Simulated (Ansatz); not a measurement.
HfC:

```
Hf C
1.0
     0.00000    2.32500    2.32500
     2.32500    0.00000    2.32500
     2.32500    2.32500    0.00000
Hf C
1 1
Direct
  0.50000 0.50000 0.50000
  0.00000 0.00000 0.00000
```

Base run:

```yaml
Program: Ansatz 0.2.0
Functional: PBEsol
Potentials_or_basis: all-electron LAPW, relativistic spinors
Cutoff: 303 eV (chosen from the basis error)
Basis_error_allowed: 0.001 eV/atom
k_mesh: 8 × 8 × 8
Occupations: fermi-dirac, width 0.05 eV
Spin: spin-orbit coupling, no magnetisation
```

Its results: pressure -7.1 GPa.

Q: The run is repeated on the same cell with these changes: potentials or basis from all-electron LAPW, relativistic spinors to all-electron LAPW, scalar-relativistic; spin from spin-orbit coupling, no magnetisation to no spin polarisation. What comes out?

A: Pressure -6.5 GPa.

Caveats: the k mesh is thin for a metal, which can move the energy by tens of meV per atom.
